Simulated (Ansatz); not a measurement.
# 3-layer 2H-MoTe2 (2H stacking) in a perpendicular field, part 2 of 2

Aim: how the 3-layer 2H-MoTe2 (2H stacking) screens a field along its normal, and what the field does to its bands. A positive field points along +c.

Ansatz 0.2.0; plane-wave DFT, PBE-D3(BJ), Ansatz PAW.

So far. Step 2 (Relaxing the slab): The lattice constant a goes from 3.550 to 3.499 Å.

### Step 3. Atoms held, field 0, start network

A sawtooth potential applies the field, turning back in the middle of the vacuum. With the dipole correction the typed value is the field outside the slab. The induced dipole is small, so the SCF threshold is tight.

The cell differs from the one that the last finished run ended in (c 66.822 → 35.335 Å).

Input file input.yaml:

```yaml
crystal:
  lattice:
    - [3.4990522353, 0.0, 0.0]
    - [-1.7495261176, 3.0302681249, 0.0]
    - [0.0, 0.0, 35.3346906562]
  atoms:
    - { symbol: Te, position: [0.3333333333, 0.6666666667, 0.2547071966] }
    - { symbol: Mo, position: [0.0, 0.0, 0.3061222055] }
    - { symbol: Te, position: [0.3333333333, 0.6666666667, 0.3575947472] }
    - { symbol: Te, position: [0.0, 0.0, 0.4485938445] }
    - { symbol: Mo, position: [0.3333333333, 0.6666666667, 0.5] }
    - { symbol: Te, position: [0.0, 0.0, 0.5514061555] }
    - { symbol: Te, position: [0.3333333333, 0.6666666667, 0.6424052528] }
    - { symbol: Mo, position: [0.0, 0.0, 0.6938777945] }
    - { symbol: Te, position: [0.3333333333, 0.6666666667, 0.7452928034] }
kpoints:
  mp_grid: { grid: [18, 18, 1] }
  band_path:
    path: [[0, 0, 0], [0.5, 0, 0], [0.33333333, 0.33333333, 0], [0, 0, 0]]
    npoints: 16
hamiltonian:
  xc: pbe
  dispersion: d3bj
scf:
  occupations: { method: fermi_dirac, width: 0.02585 }
  convergence: { dr2_threshold: 1.0e-10 }
efield:
  axis: 3
  dipole_correction: true
  ramp_position: 0.97
  ramp_width: 0.06
  amplitude: 0
output:
  dos: { projected: true, e_range: [-6, 5] }
  write_potential: true
  write_density: true
  volumetric_format: npy
  elf: true
```

Command:

```sh
ansatz run input.yaml --threads 4 --pin off --max-ram 8192MiB --backend cpu --events-out ev --progress --plain --runs-dir out
```

Numbers of over 12 decimals in the logs are rounded to 6 here.

Output:

```text
[...]
Crystal: 9 atoms, lattice volume = 374.656 Å³
Basis set: ecut = 420 eV, 7325 PW (Γ)
Bands: 83, of which v1, the nominal top of the filled ones, is band 69 counted from 1 (68 counted from 0)
Symmetry: 6 space group operations
k-points: 37 of 324 (time reversal used)
[...]
SCF iter   1: F=—  HF=-56754.532027 eV  |F-HF|=—  |Δ(HF+E_count)|=         —  Δρ=3.54e-3  dr2=1.22e-1  ethr=1.77e-3  p=0.000 e·Å  D=2.81e-13 V/Å  ΔV_dip=-0.00 eV  dr2_dipole=4.00e-8  V_vac-E_F(+/−)=4.22/4.22 eV  ⟨swp⟩=8.8  Hψ=12684  notcnv=0  defer=6
efield: sawtooth ramp at fractional position 0.9700 (set: `efield.ramp_position`, or a place that a band, a saddle search or an elastic batch's reference lends), width 0.0600; the density the first Hamiltonian is built on has a dipole p = 0.000 e·Å; the dipole correction subtracts the counter field D = 2.81e-13 V/Å, which shifts the + side's vacuum level by -0.00 eV against the − side's; the planar-averaged density in the ramp window peaks in size at 4.0e-5 e/Å³
[...]
SCF iter   2: F=—  HF=-56754.537835 eV  |F-HF|=—  |Δ(HF+E_count)|=   5.81e-3  Δρ=2.17e-3  dr2=5.91e-2  ethr=8.87e-5  p=-0.000 e·Å  D=-2.02e-5 V/Å  ΔV_dip=0.00 eV  dr2_dipole=1.36e-7  V_vac-E_F(+/−)=4.47/4.47 eV  ⟨swp⟩=3.0  Hψ=4937  notcnv=0  defer=219
[...]
SCF iter  14: F=-56754.540820 eV  HF=-56754.540820 eV  |F-HF|=1.46e-10  |Δ(HF+E_count)|=  9.46e-11  Δρ=5.72e-8  dr2=2.29e-11  ethr=1.00e-12  p=0.000 e·Å  D=5.93e-8 V/Å  ΔV_dip=-0.00 eV  dr2_dipole=9.49e-13  V_vac-E_F(+/−)=4.29/4.29 eV  ⟨swp⟩=10.9  Hψ=11550  notcnv=0
SCF 1 converged in 14 iterations: F = -56754.540820 eV  dr2 = 2.29e-11
[...]
NSCF: frozen V_eff on 49 k-points
efield: sawtooth ramp at fractional position 0.9700 (kept from the solve that this one continues, or follows in the run), width 0.0600; the density the first Hamiltonian is built on has a dipole p = 0.000 e·Å; the dipole correction subtracts the counter field D = 5.93e-8 V/Å, which shifts the + side's vacuum level by -0.00 eV against the − side's; the planar-averaged density in the ramp window peaks in size at 7.4e-6 e/Å³
[...]
SCF converged after 14 iterations
Free energy (F): -56754.540820 eV
[...]
Internal energy: -56754.540820 eV  (E = F + TS)
E sigma→0 (E₀):  -56754.540820 eV
Entropy (-TS):   -0.000000 eV (-0.000 meV/atom)
Fermi energy:    6.005114 eV
Dipole field:    D = -0.000001 V/Å  (p = -0.000002 e·Å, saw-weighted, corrected)
Work function:   Φ+ = 4.2869 eV   Φ− = 4.2869 eV
Levels:          The Fermi level and band energies are counted from a zero that moves with the ramp; work functions are not
[...]
--- Band table (eV; the first three rows and the last of 37) ---
  k-point 0: bands = [... 65 lower, 4.6576, 4.6847, 5.5781, 5.6494, 8.5466, 8.5466, 8.6052, 8.6052, ... 10 higher]
  k-point 1: bands = [... 65 lower, 4.7212, 4.7471, 5.6014, 5.6156, 8.3522, 8.4061, 8.4972, 8.5511, ... 10 higher]
  k-point 2: bands = [... 65 lower, 4.7779, 4.7890, 5.4808, 5.5618, 8.0114, 8.0117, 8.0598, 8.0614, ... 10 higher]
  k-point 36: bands = [... 65 lower, 3.7383, 5.3206, 5.4303, 5.5431, 6.6580, 6.6631, 6.6693, 6.8070, ... 10 higher]
```

The job ended after 2.1 min (4 threads of Intel Xeon at 2.50GHz (Skylake/Cascade Lake), shared host; peak memory 1.9 GiB; 7 min of CPU time).

Reading the cycles: dr2 is the Hartree energy of the density residual (eV), the measure of convergence; HF is the Harris–Foulkes estimate of the energy, which meets the free energy F at convergence.

Numbers from this step:

| Item | Value |
| --- | --- |
| dipole along the normal | -1.86e-6 e·Å |
| gap along the path | 0.7275 eV |
| smallest direct gap along the path | 1.115 eV |
| ionisation energy, upper face | 4.643 eV |
| electron affinity, upper face | 3.915 eV |
| gap, the smaller of path and mesh | 0.7275 eV |

Running mean over a fixed 2.5 Å (it still follows the layers) of the planar mean; the ramp of the sawtooth is left out. Table of electron's electrostatic potential energy less the Fermi level by z:

z (Å), electron's electrostatic potential energy less the Fermi level (eV) and a bar from the least value:
```
        4       4.29 ##############################
        5       4.28 ##############################
        6       4.21 ##############################
        7       3.09 ###########################
        8       0.57 #####################
        9      -2.91 ##############
       10      -7.41 ###
       11      -8.81 
       12      -5.94 #######
       13      -1.64 ################
       14      -0.32 ###################
       15      -0.23 ####################
       16      -3.63 ############
       17      -7.92 ##
       18      -8.67 
       19      -5.28 ########
       20      -1.16 ##################
       21      -0.47 ###################
       22      -0.59 ###################
       23      -4.36 ##########
       24      -8.32 #
       25      -8.39 #
       26      -4.52 ##########
       27      -0.47 ###################
       28       2.03 #########################
       29       4.10 ##############################
       30       4.27 ##############################
       31       4.29 ##############################
```

The density of states has structure finer than the step of the table below, so its rows give means over 0.25 eV, whole bins alone (the curve runs from -6 to 2.35 eV). Peaks (eV: height): -3.900: 20.9, -3.630: 35.0, -2.330: 16.5, -1.780: 16.3, -0.930: 12.9, 1.110: 13.5, 1.310: 20.7.

Density of states against energy, zero at the Fermi level of the run, which the smearing sets inside the gap; means over each step:

| energy (eV) | density of states (states/eV a cell) |
| --- | --- |
| -5.75 | 3.56 |
| -5.50 | 5.25 |
| -5.25 | 10.3 |
| -5.00 | 8.31 |
| -4.75 | 4.08 |
| -4.50 | 3.91 |
| -4.25 | 5.41 |
| -4.00 | 9.22 |
| -3.75 | 9.43 |
| -3.50 | 7.77 |
| -3.25 | 7.06 |
| -3.00 | 8.42 |
| -2.75 | 7.60 |
| -2.50 | 6.54 |
| -2.25 | 11.7 |
| -2.00 | 11.2 |
| -1.75 | 11.2 |
| -1.50 | 9.89 |
| -1.25 | 6.51 |
| -1.00 | 9.92 |
| -0.75 | 7.62 |
| -0.50 | 1.85 |
| -0.25 | 0.0394 |
| 0.00 | 0 |
| 0.25 | 0.0117 |
| 0.50 | 1.68 |
| 0.75 | 7.29 |
| 1.00 | 10.2 |
| 1.25 | 15.1 |
| 1.50 | 9.02 |
| 1.75 | 8.70 |
| 2.00 | 8.09 |

Projected DOS per atom over height of the atomic layer and energy from the Fermi level. Layers: Te Mo Te Te Mo Te Te Mo Te from below.

Ten even steps from '_' (0.00 states/eV) to '@' (2.68 states/eV), each cell a mean:
```
..::::::--::::::..
::++::::++::::++::
--@@::::%%::::@@--
::@@....@@....@@::
__--____==____--__
__________________
__________________
__..____..____..__
::**::::**::::**::
::++....==....++::
--**----**----**--
==++----**----++==
--==----==----==--
::==::::==::::==::
::--::::--::::--::
==--::------::--==
------::::::------
::..::::::::::..::
::..............::
==--==--::--==--==
::::----::----::::
..__..........__..
```
Columns: height of the atomic layer (Å) from 9 to 26.3 (not evenly spaced); rows upwards: energy from the Fermi level (eV) from -5.96 to 2.32.

Electronic bands along the path, in eV, zero at the Fermi level of the run, which the smearing sets inside the gap:

| point | band 66 | band 67 | band 68 | band 69 | band 70 | band 71 | band 72 | band 73 |
| --- | --- | --- | --- | --- | --- | --- | --- | --- |
| Γ | -1.35 | -1.32 | -0.43 | -0.36 | 2.54 | 2.54 | 2.60 | 2.60 |
| halfway | -1.46 | -1.44 | -1.30 | -1.26 | 0.85 | 1.02 | 1.25 | 1.50 |
| M | -1.35 | -0.93 | -0.77 | -0.64 | 0.93 | 0.96 | 0.99 | 1.13 |
| halfway | -2.10 | -0.87 | -0.74 | -0.64 | 0.86 | 0.94 | 0.98 | 1.37 |
| K | -2.27 | -0.68 | -0.57 | -0.46 | 0.65 | 0.66 | 0.66 | 0.80 |
| halfway | -1.34 | -1.17 | -1.08 | -1.04 | 0.47 | 0.72 | 1.02 | 1.27 |
| Γ | -1.35 | -1.32 | -0.43 | -0.36 | 2.54 | 2.54 | 2.60 | 2.60 |

Electrostatic potential energy in the ca plane at fractional y = 0.667, with atoms of Te and Mo within 0.2 Å of it. With pseudopotentials it is smooth inside the atoms' cores, unlike the true potential.

Ten even steps from '0' (-15 eV) to '9' (21 eV), each cell a mean:
```
77777777777666666665555433455556666654224555
77777777777666666666665422355666666653113566
77777777777666666654455444455445666654334555
77777777777766666520014555542001466665555420
77777777777766665227731455521773156666665200
77777777777776665159970466515998146666664000
77777777777776665149960456514996146666665100
77777777777766666312302555530231256666555300
77777777777766666542235544554223566665445543
```
Columns run along c (16.0 Å, from fractional 0.05 to 0.51 of the cell; values clipped at the 3rd and 97th percentile), rows up along a (3.5 Å). Atoms in or near the plane, at fractional coordinates: Te at (0.25, 0.33), Te at (0.36, 0.33), Mo at (0.50, 0.33).

Valence density in the ca plane at fractional y = 0.667, with atoms of Te and Mo within 0.2 Å of it. It is the smooth field of the valence electrons, not physical close to the nuclei.

Ten steps, logarithmic in the rise over the least value, from '0' (0 e/Å³) to '9' (15 e/Å³), each cell a mean:
```
00000000000000000011122223222111100112332221
00000000000000000011111233221111000112332211
00000000000000000112222222222221100112222222
00000000000000001234432222223443210011222234
00000000000000001357863211235786321001112367
00000000000000002379984211237998421000112478
00000000000000002369974211236997421000112468
00000000000000001245643221234564311001122346
00000000000000000123322222222332110011222223
```
Columns run along c (16.0 Å, from fractional 0.05 to 0.51 of the cell), rows up along a (3.5 Å). Atoms in or near the plane, at fractional coordinates: Te at (0.25, 0.33), Te at (0.36, 0.33), Mo at (0.50, 0.33).

ELF in the ca plane at fractional y = 0.667, with atoms of Te and Mo within 0.2 Å of it. It is the smooth field of the valence electrons, not physical close to the nuclei.

Ten even steps from '0' (0.00) to '9' (0.84), each cell a mean:
```
00000000000000001234443222224443211477656643
00000000000000000112332123113322101477656653
00000000000000124566664222246665421367666532
00000000000002478875566422466556762135565334
00000000000024799852135532554214784012343378
00000000000125899730014532442002685100122485
00000000000025899740024532453002685101232487
00000000000013689864356532465445772113454357
00000000000001246776666322356666741256666422
```
Columns run along c (16.0 Å, from fractional 0.05 to 0.51 of the cell), rows up along a (3.5 Å). Atoms in or near the plane, at fractional coordinates: Te at (0.25, 0.33), Te at (0.36, 0.33), Mo at (0.50, 0.33).

The gap is 0.73 eV, with the valence edge 4.64 eV and the conduction edge 3.92 eV under the upper vacuum level. Spin-orbit coupling, left out in this run, matters for the bands of elements this heavy.

### Step 4. Single point, field 0.1 V/Å

input.yaml, as its differences from that of step 3:

```diff
@@ -31,5 +31,4 @@
   ramp_width: 0.06
-  amplitude: 0
+  amplitude: 0.1
 output:
-  dos: { projected: true, e_range: [-6, 5] }
   write_potential: true
@@ -37,2 +36 @@
   volumetric_format: npy
-  elf: true
```

Output:

```text
[...]
Crystal: 9 atoms, lattice volume = 374.656 Å³
Basis set: ecut = 420 eV, 7325 PW (Γ)
Bands: 83, of which v1, the nominal top of the filled ones, is band 69 counted from 1 (68 counted from 0)
Symmetry: 6 space group operations
k-points: 37 of 324 (time reversal used)
[...]
k-point 0: bands = [... 65 lower, 4.7022, 4.7022, 5.5686, 5.6590, 8.5322, 8.5322, 8.6042, 8.6042, ... 10 higher]
  k-point 1: bands = [... 65 lower, 4.6798, 4.7917, 5.5801, 5.6370, 8.3362, 8.4065, 8.4984, 8.5324, ... 10 higher]
  k-point 2: bands = [... 65 lower, 4.7222, 4.8446, 5.4725, 5.5701, 7.9628, 8.0212, 8.0381, 8.1017, ... 10 higher]
  k-point 36: bands = [... 65 lower, 3.7568, 5.3096, 5.4266, 5.5566, 6.6118, 6.6577, 6.7198, 6.8033, ... 10 higher]
[key lines of the parts left out:]
SCF converged after 18 iterations
Free energy (F): -56754.546377 eV
Fermi energy:    6.007798 eV
Dipole field:    D = 0.053678 V/Å  (p = 0.111138 e·Å, saw-weighted, corrected)
```

The job ended after 2.3 min (4 threads; peak memory 1.7 GiB).

The dipole is 0.111 e·Å, and the gap 0.713 eV.

### Step 5. Atoms held, field -0.1 V/Å

input.yaml, as its differences from that of step 4:

```diff
@@ -31,3 +31,3 @@
   ramp_width: 0.06
-  amplitude: 0.1
+  amplitude: -0.1
 output:
```

Output:

```text
[...]
Crystal: 9 atoms, lattice volume = 374.656 Å³
Basis set: ecut = 420 eV, 7325 PW (Γ)
Bands: 83, of which v1, the nominal top of the filled ones, is band 69 counted from 1 (68 counted from 0)
Symmetry: 6 space group operations
k-points: 37 of 324 (time reversal used)
[...]
k-point 0: bands = [... 65 lower, 4.7022, 4.7022, 5.5686, 5.6590, 8.5322, 8.5322, 8.6042, 8.6042, ... 10 higher]
  k-point 1: bands = [... 65 lower, 4.6798, 4.7917, 5.5801, 5.6370, 8.3362, 8.4065, 8.4984, 8.5324, ... 10 higher]
  k-point 2: bands = [... 65 lower, 4.7222, 4.8446, 5.4725, 5.5701, 7.9628, 8.0212, 8.0381, 8.1017, ... 10 higher]
  k-point 36: bands = [... 65 lower, 3.7568, 5.3096, 5.4266, 5.5565, 6.6118, 6.6577, 6.7198, 6.8033, ... 10 higher]
[key lines of the parts left out:]
SCF converged after 18 iterations
Free energy (F): -56754.546377 eV
Fermi energy:    6.007797 eV
Dipole field:    D = -0.053678 V/Å  (p = -0.111139 e·Å, saw-weighted, corrected)
```

Wall time 2.1 min (4 threads); peak memory 1.7 GiB.

The dipole is -0.111 e·Å, and the gap 0.713 eV.

### Step 6. Atoms held, field 0.2 V/Å

input.yaml, as its differences from that of step 5:

```diff
@@ -31,3 +31,3 @@
   ramp_width: 0.06
-  amplitude: -0.1
+  amplitude: 0.2
 output:
```

Output:

```text
[...]
Crystal: 9 atoms, lattice volume = 374.656 Å³
Basis set: ecut = 420 eV, 7325 PW (Γ)
Bands: 83, of which v1, the nominal top of the filled ones, is band 69 counted from 1 (68 counted from 0)
Symmetry: 6 space group operations
k-points: 37 of 324 (time reversal used)
[...]
k-point 0: bands = [... 65 lower, 4.7542, 4.7542, 5.5480, 5.6799, 8.4973, 8.4973, 8.6000, 8.6000, ... 10 higher]
  k-point 1: bands = [... 65 lower, 4.6943, 4.8472, 5.5530, 5.6640, 8.2993, 8.4019, 8.4895, 8.4992, ... 10 higher]
  k-point 2: bands = [... 65 lower, 4.6629, 4.9048, 5.4534, 5.5890, 7.9035, 7.9787, 8.0464, 8.1199, ... 10 higher]
  k-point 36: bands = [... 65 lower, 3.7963, 5.2802, 5.4201, 5.5888, 6.5569, 6.6565, 6.7725, 6.7923, ... 10 higher]
[key lines of the parts left out:]
SCF converged after 18 iterations
Free energy (F): -56754.563048 eV
Fermi energy:    6.011525 eV
Dipole field:    D = 0.107368 V/Å  (p = 0.222304 e·Å, saw-weighted, corrected)
```

Wall time 2.1 min (4 threads); peak memory 1.7 GiB.

The dipole is 0.222 e·Å, and the gap 0.676 eV.

### Step 7. Atoms held, field 0.3 V/Å

input.yaml, as its differences from that of step 6:

```diff
@@ -31,3 +31,3 @@
   ramp_width: 0.06
-  amplitude: 0.2
+  amplitude: 0.3
 output:
```

Output:

```text
[...]
Crystal: 9 atoms, lattice volume = 374.656 Å³
Basis set: ecut = 420 eV, 7325 PW (Γ)
Bands: 83, of which v1, the nominal top of the filled ones, is band 69 counted from 1 (68 counted from 0)
Symmetry: 6 space group operations
k-points: 37 of 324 (time reversal used)
[...]
k-point 0: bands = [... 65 lower, 4.8058, 4.8058, 5.5237, 5.7045, 8.4527, 8.4527, 8.5913, 8.5913, ... 10 higher]
  k-point 1: bands = [... 65 lower, 4.7459, 4.9028, 5.5258, 5.6912, 8.2523, 8.3851, 8.4601, 8.4651, ... 10 higher]
  k-point 2: bands = [... 65 lower, 4.6460, 4.9644, 5.4302, 5.6119, 7.8395, 7.9324, 8.0466, 8.1208, ... 10 higher]
  k-point 36: bands = [... 65 lower, 3.8422, 5.2391, 5.4146, 5.6292, 6.5014, 6.6545, 6.7746, 6.8241, ... 10 higher]
[key lines of the parts left out:]
SCF converged after 19 iterations
Free energy (F): -56754.590839 eV
Fermi energy:    6.012524 eV
Dipole field:    D = 0.161085 V/Å  (p = 0.333524 e·Å, saw-weighted, corrected)
```

It took 2.2 min on 4 threads; peak memory 1.7 GiB; 7.6 min of CPU time.

The dipole is 0.334 e·Å, and the gap 0.627 eV.

### Step 8. Response, atoms held

This step: plane-wave DFT, PBE-D3(BJ), Ansatz PAW; response to a field along the normal, atoms held (Ansatz 0.2.0).

The dipoles give the slope, and the difference of two potentials shows where the field is screened.

This step gave:

| Property | Result |
| --- | --- |
| equivalent conductor thickness p/(ε₀AE) | 18.97 Å |
| distance between the outer atoms | 17.33 Å |

Dipole of the cell against applied field:

```
applied field (V/Å)  dipole of the cell (e·Å)
             -0.100                    -0.111
              0.000                   -1.9e-6
              0.100                     0.111
              0.200                     0.222
              0.300                     0.334
```

Local field over the applied field, running mean. From the potentials at -0.1 and 0.1 V/Å; running mean over 2.8 Å. The local field over applied field by z:

```
z (Å)  local field over applied field
    5                           0.988
    6                           0.922
    7                           0.694
    8                           0.378
    9                           0.117
   10                          0.0371
   11                          0.0255
   12                          0.0409
   13                           0.101
   14                           0.154
   15                           0.135
   16                          0.0625
   17                          0.0273
   18                          0.0235
   19                          0.0448
   20                           0.113
   21                           0.156
   22                           0.126
   23                          0.0537
   24                          0.0285
   25                          0.0295
   26                          0.0729
   27                           0.276
   28                           0.591
   29                           0.867
   30                           0.976
   31                           0.997
```

Electrons, planar mean, per unit field. Induced electron density against z:

```csv
z (Å),induced electron density (e/Å³ per V/Å)
5,4.7e-5
6,3.4e-4
7,0.00182
8,0.00289
9,6.8e-4
10,-4.4e-4
11,2.4e-4
12,-7.6e-5
13,-6.4e-4
14,-6.7e-4
15,9.7e-4
16,3.3e-4
17,-2.5e-4
18,1.2e-4
19,-1.3e-4
20,-6.2e-4
21,-2.6e-4
22,7.7e-4
23,1.8e-4
24,-1.6e-4
25,3.8e-4
26,-3.4e-4
27,-0.00134
28,-0.00274
29,-6.1e-4
30,-9.4e-5
31,-1.2e-5
```

The smaller of the gaps on the path and on the k-mesh, counted as 0 under 0.03 eV. Table of gap by applied field:

```
applied field (V/Å)  gap (eV)
             -0.100     0.713
              0.000     0.728
              0.100     0.713
              0.200     0.676
              0.300     0.627
```

By hand: between -0.1 and 0.1 V/Å the dipole changes by 0.2223 e·Å, a slope of 1.111 e·Å²/V. A perfect conductor of thickness t has p = ε₀AEt, so t = 180.95 × 1.111 / 10.603 = 18.97 Å (e/ε₀ = 180.95 V·Å, A in Å²).

The induced dipole is that of a conductor 18.97 Å thick.

### Step 9. Results

```
gap without field                          : 0.728 eV
ionisation energy, upper face              : 4.64 eV
electron affinity, upper face              : 3.92 eV
equivalent conductor thickness, atoms held : 19.0 Å
```

In words: The induced dipole equals that of a perfect conductor 18.97 Å thick, while the outer atoms lie 17.33 Å apart; an out-of-plane ε follows only once a thickness t is chosen, by 1 − 1/ε = 18.97 Å / t. The gap goes from 0.73 eV to 0.63 eV at 0.3 V/Å. Semilocal functionals give gaps that are too small, and excitons are not included. Spin-orbit coupling is left out, which matters for the bands of elements this heavy.

[Logs are printed without paths, hosts, clocks, repeated set-up lines and the standing remarks that a program may print on its own settings, such as how far it seeks lower states.]

[Hosts, paths, dates, database ids (printed as entryN), source tags and the programs' standing remarks are cut or masked in the printed files.]

[Maps of the electrostatic potential energy from Ansatz leave out the sawtooth potential of an applied field or a dipole correction, so their vacuum need not be flat; planar profiles and work functions include it.]

[The density of states shown here was stored with 400 of the rows of the run's finer table, so its peaks can read low, often by over a quarter, or be missed, and its means over a window can be off by a tenth or more.]
